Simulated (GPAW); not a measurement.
Runs of GPAW 26.7.0 on Zr. It takes space group P6_3/mmc (No. 194, hexagonal). The conventional cell has a = 3.232 Å, b = 3.232 Å, c = 5.147 Å, α = 90.00°, β = 90.00°, γ = 120.00°. Zr (site symmetry -6m2) is surrounded by 12 Zr at 3.18 to 3.23 Å. 

| task | level | potentials or basis | cell | k mesh | smearing | optimizer | fmax | max steps | target pressure | convergence | gap on the mesh (eV) | pressure (GPa) | relaxed volume (Å³/atom) |
| --- | --- | --- | --- | --- | --- | --- | --- | --- | --- | --- | --- | --- | --- |
| single point | RPBE | the program's PAW data sets (release 1.2.1) made for this functional, pw | as given | 9 × 9 × 5 | gaussian 0.1 eV | - | - | - | - | - | none | (a) | - |
| relaxation of cell and atoms | r2SCAN+D4 | GPAW PAW data sets (gpaw-data 1.2.1), pw | relaxed to -2 GPa | 7 × 7 × 4 | fermi-dirac 0.05 eV | LBFGS | 0.02 eV/Å | 40 | -2 GPa | - | none | -2.0 | - |
| relaxation of cell and atoms | PBEsol+D4 | PAW data sets generated in the run's folder for this functional, pw | relaxed | 9 × 9 × 5 | fermi-dirac 0.05 eV | FIRE | 0.01 eV/Å | 40 | - | density=1e-05 forces=0.0001 | none | 0.0 | 22.21 |
| relaxation of cell and atoms | revPBE | the program's PAW data sets (release 1.2.1) made for this functional, pw | relaxed | 9 × 9 × 5 | fermi-dirac 0.05 eV | LBFGS | 0.02 eV/Å | 60 | - | density=1e-05 forces=0.0001 | none | 0.0 | 23.73 |
| band structure | revPBE | the program's PAW data sets (release 1.2.1) made for this functional, pw | as given | 9 × 9 × 5 | fermi-dirac 0.05 eV | - | - | - | - | - | - | 1.8 | - |

Alike in all rows: no spin polarisation; cutoff (eV) 600.

Question: Fill in the values left out.

Answer: (a) 2.5.

Caveats: later steps reuse the first step's grids (some runs); pairwise dispersion overbinds metals, which lowers pressure and volume (some runs); the PAW data sets were made with another functional, which shifts forces and pressure a little (some runs).

A k mesh can miss the band edges, and the runs leave out spin-orbit coupling on Zr.

A gap of «none» marks a metal or a gap under the smearing width.

Runs at the PBE level aren't shown here.
